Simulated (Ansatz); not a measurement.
# Pt(111) with 4 layers of random Pt-W, 2x2: scattering by chemical disorder, part 2 of 2

Wanted: resistance against the alloy's length, first Pt(111) with 4 layers of random Pt-W, 2x2.

Ansatz 0.2.0; Ansatz plane-wave DFT, PBE, PAW files; ballistic transport by layer matching (Landauer), zero bias; PAW set soft_1.

So far. Step 3 (With 8 alloy layers): Over the solved energies the transmission per spin lies between 1.85 and 2.41, out of 6.76 channels of the lead on average (up to 7.1). The log calls the step of a lead's potential too much.

### Step 4. With 12 alloy layers

In 12 layers a share of 0.125 of the sites is given to W at random. A fresh draw is used; the growth of the resistance with length is what counts.

System of this step: Pt(111) with 12 layers of random Pt-W, 2x2. The cell holds 72 atoms: 66 Pt and 6 W. Its edges and angles: a = 5.546 Å, b = 5.546 Å, c = 40.757 Å, α = 90.0°, β = 90.0°, γ = 120.0°. It derives from Pt. Regions: lead, 24 atoms (24 Pt); scattering region, 48 atoms (42 Pt and 6 W). The structure is stacked along c, and the current runs across the ab planes.

Input file input.yaml:

```yaml
crystal:
  lattice:
    - [5.5462627489, 0.0, 0.0]
    - [-2.7731313745, 4.8032044366, 0.0]
    - [0.0, 0.0, 40.7565411427]
  atoms:
    - { symbol: Pt, position: [0.0, 0.0, 0.0277777778] }
    - { symbol: Pt, position: [0.0, 0.5, 0.0277777778] }
    - { symbol: Pt, position: [0.5, 0.0, 0.0277777778] }
    - { symbol: Pt, position: [0.5, 0.5, 0.0277777778] }
    - { symbol: Pt, position: [0.1666666667, 0.3333333333, 0.0833333333] }
    - { symbol: Pt, position: [0.1666666667, 0.8333333333, 0.0833333333] }
    - { symbol: Pt, position: [0.6666666667, 0.3333333333, 0.0833333333] }
    - { symbol: Pt, position: [0.6666666667, 0.8333333333, 0.0833333333] }
    - { symbol: Pt, position: [0.3333333333, 0.1666666667, 0.1388888889] }
    - { symbol: Pt, position: [0.3333333333, 0.6666666667, 0.1388888889] }
    - { symbol: Pt, position: [0.8333333333, 0.1666666667, 0.1388888889] }
    - { symbol: Pt, position: [0.8333333333, 0.6666666667, 0.1388888889] }
    - { symbol: Pt, position: [0.0, 0.0, 0.1944444444] }
    - { symbol: Pt, position: [0.0, 0.5, 0.1944444444] }
    - { symbol: Pt, position: [0.5, 0.0, 0.1944444444] }
    - { symbol: Pt, position: [0.5, 0.5, 0.1944444444] }
    - { symbol: Pt, position: [0.1666666667, 0.3333333333, 0.25] }
    - { symbol: Pt, position: [0.1666666667, 0.8333333333, 0.25] }
    - { symbol: Pt, position: [0.6666666667, 0.3333333333, 0.25] }
    - { symbol: Pt, position: [0.6666666667, 0.8333333333, 0.25] }
    - { symbol: Pt, position: [0.3333333333, 0.1666666667, 0.3055555556] }
    - { symbol: Pt, position: [0.3333333333, 0.6666666667, 0.3055555556] }
    - { symbol: Pt, position: [0.8333333333, 0.1666666667, 0.3055555556] }
    - { symbol: Pt, position: [0.8333333333, 0.6666666667, 0.3055555556] }
    - { symbol: Pt, position: [0.0, 0.0, 0.3611111111] }
    - { symbol: W, position: [0.0, 0.5, 0.3611111111] }
    - { symbol: Pt, position: [0.5, 0.0, 0.3611111111] }
    - { symbol: Pt, position: [0.5, 0.5, 0.3611111111] }
    - { symbol: Pt, position: [0.1666666667, 0.3333333333, 0.4166666667] }
    - { symbol: Pt, position: [0.1666666667, 0.8333333333, 0.4166666667] }
    - { symbol: Pt, position: [0.6666666667, 0.3333333333, 0.4166666667] }
    - { symbol: W, position: [0.6666666667, 0.8333333333, 0.4166666667] }
    - { symbol: Pt, position: [0.3333333333, 0.1666666667, 0.4722222222] }
    - { symbol: Pt, position: [0.3333333333, 0.6666666667, 0.4722222222] }
    - { symbol: W, position: [0.8333333333, 0.1666666667, 0.4722222222] }
    - { symbol: Pt, position: [0.8333333333, 0.6666666667, 0.4722222222] }
    - { symbol: Pt, position: [0.0, 0.0, 0.5277777778] }
    - { symbol: W, position: [0.0, 0.5, 0.5277777778] }
    - { symbol: Pt, position: [0.5, 0.0, 0.5277777778] }
    - { symbol: Pt, position: [0.5, 0.5, 0.5277777778] }
    - { symbol: Pt, position: [0.1666666667, 0.3333333333, 0.5833333333] }
    - { symbol: Pt, position: [0.1666666667, 0.8333333333, 0.5833333333] }
    - { symbol: W, position: [0.6666666667, 0.3333333333, 0.5833333333] }
    - { symbol: Pt, position: [0.6666666667, 0.8333333333, 0.5833333333] }
    - { symbol: Pt, position: [0.3333333333, 0.1666666667, 0.6388888889] }
    - { symbol: Pt, position: [0.3333333333, 0.6666666667, 0.6388888889] }
    - { symbol: Pt, position: [0.8333333333, 0.1666666667, 0.6388888889] }
    - { symbol: Pt, position: [0.8333333333, 0.6666666667, 0.6388888889] }
    - { symbol: Pt, position: [0.0, 0.0, 0.6944444444] }
    - { symbol: W, position: [0.0, 0.5, 0.6944444444] }
    - { symbol: Pt, position: [0.5, 0.0, 0.6944444444] }
    - { symbol: Pt, position: [0.5, 0.5, 0.6944444444] }
    - { symbol: Pt, position: [0.1666666667, 0.3333333333, 0.75] }
    - { symbol: Pt, position: [0.1666666667, 0.8333333333, 0.75] }
    - { symbol: Pt, position: [0.6666666667, 0.3333333333, 0.75] }
    - { symbol: Pt, position: [0.6666666667, 0.8333333333, 0.75] }
    - { symbol: Pt, position: [0.3333333333, 0.1666666667, 0.8055555556] }
    - { symbol: Pt, position: [0.3333333333, 0.6666666667, 0.8055555556] }
    - { symbol: Pt, position: [0.8333333333, 0.1666666667, 0.8055555556] }
    - { symbol: Pt, position: [0.8333333333, 0.6666666667, 0.8055555556] }
    - { symbol: Pt, position: [0.0, 0.0, 0.8611111111] }
    - { symbol: Pt, position: [0.0, 0.5, 0.8611111111] }
    - { symbol: Pt, position: [0.5, 0.0, 0.8611111111] }
    - { symbol: Pt, position: [0.5, 0.5, 0.8611111111] }
    - { symbol: Pt, position: [0.1666666667, 0.3333333333, 0.9166666667] }
    - { symbol: Pt, position: [0.1666666667, 0.8333333333, 0.9166666667] }
    - { symbol: Pt, position: [0.6666666667, 0.3333333333, 0.9166666667] }
    - { symbol: Pt, position: [0.6666666667, 0.8333333333, 0.9166666667] }
    - { symbol: Pt, position: [0.3333333333, 0.1666666667, 0.9722222222] }
    - { symbol: Pt, position: [0.3333333333, 0.6666666667, 0.9722222222] }
    - { symbol: Pt, position: [0.8333333333, 0.1666666667, 0.9722222222] }
    - { symbol: Pt, position: [0.8333333333, 0.6666666667, 0.9722222222] }
kpoints:
  mp_grid: { grid: [5, 5, 1] }
hamiltonian:
  xc: pbe
  pseudopotentials: { kind: paw, azcp: { folder: soft_1 } }
scf:
  occupations: { method: fermi_dirac, width: 0.1 }
output:
  transmission:
    leads: [[0, 4]]
    kmesh: [10, 10]
    e_range: [-0.05, 0.05]
    de: 0.05
  write_potential: true
  write_density: true
  volumetric_format: npy
```

Launch:

```sh
ansatz run input.yaml --threads 4 --pin off --max-ram 15360MiB --backend cpu --events-out ev --progress --plain --runs-dir out
```

Numbers of over 12 decimals in the logs are rounded to 6 here.

Log:

```text
[...]
Crystal: 72 atoms, lattice volume = 1085.747 Å³
Basis set: ecut = 420 eV, 21305 PW (Γ)
Bands: 764, of which v1, the nominal top of the filled ones, is band 636 counted from 1 (635 counted from 0)
Symmetry: 1 space group operations
[...]
k-points: 13 of 25 (time reversal used)
[...]
SCF iter   1: F=—  HF=-888978.932954 eV  |F-HF|=—  |Δ(HF+E_count)|=         —  Δρ=9.66e-2  dr2=6.44e2  ethr=3.10e-3  ⟨swp⟩=4.6  Hψ=29323  notcnv=0  defer=385
[...]
SCF iter  11: F=-888950.703717 eV  HF=-888950.703717 eV  |F-HF|=2.40e-8  |Δ(HF+E_count)|=   1.86e-9  Δρ=2.50e-7  dr2=2.48e-8  ethr=7.86e-12  ⟨swp⟩=1.6  Hψ=10365  notcnv=0
SCF 1 converged in 11 iterations: F = -888950.703717 eV  dr2 = 2.48e-8
[...]
transmission: 381 of 3796 steps passed
transmission: 761 of 3796 steps passed
[...]
transmission: 3796 of 3796 steps passed
SCF converged after 11 iterations
Free energy (F): -888950.703717 eV
[...]
Internal energy: -888947.502701 eV  (E = F + TS)
E sigma→0 (E₀):  -888949.103209 eV
Entropy (-TS):   -3.201016 eV (-44.459 meV/atom)
Fermi energy:    23.584089 eV
[...]
--- Band table (eV; the first three rows and the last of 13) ---
  k-point 0: bands = [... 632 lower, 23.8137, 23.8140, 23.8442, 23.8631, 23.8654, 23.8729, 23.8929, 23.9091, ... 124 higher]
  k-point 1: bands = [... 632 lower, 23.5869, 23.5932, 23.6207, 23.6482, 23.6633, 23.6718, 23.7291, 23.7564, ... 124 higher]
  k-point 2: bands = [... 632 lower, 23.5151, 23.5319, 23.5497, 23.5993, 23.6042, 23.6228, 23.6372, 23.6487, ... 124 higher]
  k-point 12: bands = [... 632 lower, 23.4635, 23.4845, 23.5091, 23.5460, 23.5643, 23.5759, 23.6194, 23.6275, ... 124 higher]
--- Transmission ---
  basis      : 241 plane waves across, 73 finite elements along
  points     : 52, standing for a mesh of 10 x 10
[...]
channels       : 6.890000e0 a spin
[...]
junction   : crystal 0 to crystal 0, 1.57 to 40.06 Å
    transmission   : 1.464580e0 a spin
[...]
```

It took 28 min on 4 threads of Arm Neoverse V1, shared host; peak memory 8.4 GiB; 1.8 h of CPU time.

This step gave:

```
free energy                                    : -888950.7037 eV
energy at zero smearing                        : -888949.1032 eV
Fermi energy                                   : 23.58 eV
transmission per spin nearest the Fermi level  : 1.465
open channels per spin nearest the Fermi level : 6.89
step of the lead's potential                   : 6.6 meV
```

Per spin. Transmission, zone mean against energy, zero at the Fermi level:

| energy (eV) | transmission, zone mean |
| --- | --- |
| -0.0500 | 1.59 |
| 0.0000 | 1.46 |
| 0.0500 | 1.41 |

Over the solved energies the transmission per spin lies between 1.41 and 1.59, out of 6.75 channels of the lead on average (up to 7.14).

### Step 5. Resistance against length

This step: Ansatz plane-wave DFT, PBE, PAW files; ballistic transport by layer matching (Landauer), zero bias; residual resistivity from the slope of the area resistance, atoms on the host's lattice; PAW set soft_1 (Ansatz 0.2.0).

Numbers from this step:

```
resistivity           : 59.82 µΩ cm
intercept             : 0.1234 fΩ m²
scatter about the fit : 0.07356 fΩ m²
```

Resistance, by row:

| run | length (Å) | T | channels N | RA (fΩ m²) |
| --- | --- | --- | --- | --- |
| n4 | 9.057 | 2.811 | 6.793 | 0.7172 |
| n8 | 18.11 | 2.133 | 6.757 | 1.103 |
| n12 | 27.17 | 1.488 | 6.747 | 1.801 |

Area resistance against length of the alloy:

| length of the alloy (Å) | area resistance (fΩ m²) |
| --- | --- |
| 9.06 | 0.717 |
| 18.11 | 1.10 |
| 27.17 | 1.80 |

The area resistance goes from 0.72 to 1.8 fΩ m² between 9.1 and 27.2 Å, a slope of 60 µΩ cm.

By hand from the end points: (1.801 − 0.7172) fΩ m² / (27.17 − 9.06) Å = 60 µΩ cm, since 1 fΩ m² per Å is 1000 µΩ cm.

### Step 6. What came out

- resistivity from the slope: 59.8 µΩ cm
- area resistance over 9.06 Å: 0.717 fΩ m²
- area resistance over 18.1 Å: 1.10 fΩ m²
- area resistance over 27.2 Å: 1.80 fΩ m²

The slope gives 60 µΩ cm. The points scatter by 0.074 fΩ m² about the line, with one random draw a length in a 2x2 cell, so the slope is a rough value. Read with a model of isotropic scattering on a spherical Fermi surface and the lead's 2.0×10¹⁵ S/m², this slope means a mean free path near 6.4 Å; over these lengths the model's slope is within 3 % of its bulk resistivity. The draw over the shortest length came out nearly ordered, with 8 symmetry operations, so that point is a poor sample of a random alloy. The atoms sit on the host's lattice, so scattering by size misfit is left out. Spin-orbit coupling is left out, which matters for Pt and W. A lead's potential steps by up to 34 meV from period to period, which the log calls too much, so longer leads could move the result.

[Logs are printed without paths, hosts, clocks, repeated set-up lines and the standing remarks that a program may print on its own settings, such as how far it seeks lower states.]

[Hosts, paths, dates, database ids (printed as entryN), source tags and the programs' standing remarks are cut or masked in the printed files.]
